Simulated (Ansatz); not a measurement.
Runs of Ansatz 0.2.0 on Na. The structure is cubic, space group Im-3m (No. 229). Conventional cell: a = 4.282 Å, b = 4.282 Å, c = 4.282 Å, α = 90.00°, β = 90.00°, γ = 90.00°. Na (site symmetry m-3m) has 8 Na at 3.71 Å as nearest neighbours. 

```csv
task,level,potentials or basis,cell,k mesh,cutoff (eV),smearing,basis error allowed,mesh quality,gap on the mesh (eV),pressure (GPa)
band structure,PBEsol,"all-electron LAPW, scalar-relativistic",as given,9 × 9 × 9,75,fermi-dirac 0.05 eV,0.001 eV/atom,not flagged,-,-0.5
single point,LDA,"all-electron LAPW, scalar-relativistic",as given,9 × 9 × 9,75,gaussian 0.05 eV,0.001 eV/atom,not flagged,none,-1.1
relaxation of cell and atoms,PBEsol+D4,"all-electron LAPW, scalar-relativistic",relaxed from: the cell as VASP's run set it,9 × 9 × 9,-,methfessel-paxton 0.1 eV,0.001 eV/atom,not flagged,-,0.0
single point,PBE,"all-electron LAPW, scalar-relativistic",as given,6 × 6 × 6,66,fermi-dirac 0.02 eV,0.002 eV/atom,coarse,none,-0.3
band structure,PBEsol,"all-electron LAPW, non-relativistic",as given,9 × 9 × 9,75,fermi-dirac 0.05 eV,0.001 eV/atom,not flagged,-,-0.5
single point,PBEsol,"all-electron LAPW, scalar-relativistic",as given,9 × 9 × 9,75,gaussian 0.05 eV,0.001 eV/atom,not flagged,none,-0.5
single point,RPBE,"all-electron LAPW, scalar-relativistic",as given,9 × 9 × 9,74,gaussian 0.02 eV,0.001 eV/atom,not flagged,none,0.0
single point,PBE,"all-electron LAPW, scalar-relativistic",as given,5 × 5 × 5,66,fermi-dirac 0.04 eV,0.002 eV/atom,coarse,none,(a)
```

Alike in all rows: no spin polarisation.

**Question.** Estimate the missing entries.

**Answer.** (a) -0.4.

Caveats: some runs use coarse meshes; the k mesh is thin for a metal, which can move the energy by tens of meV per atom (some runs).

A k mesh can miss the band edges.

A gap of «none» marks a metal or a gap under the smearing width.

Not every run made on this cell is shown here.
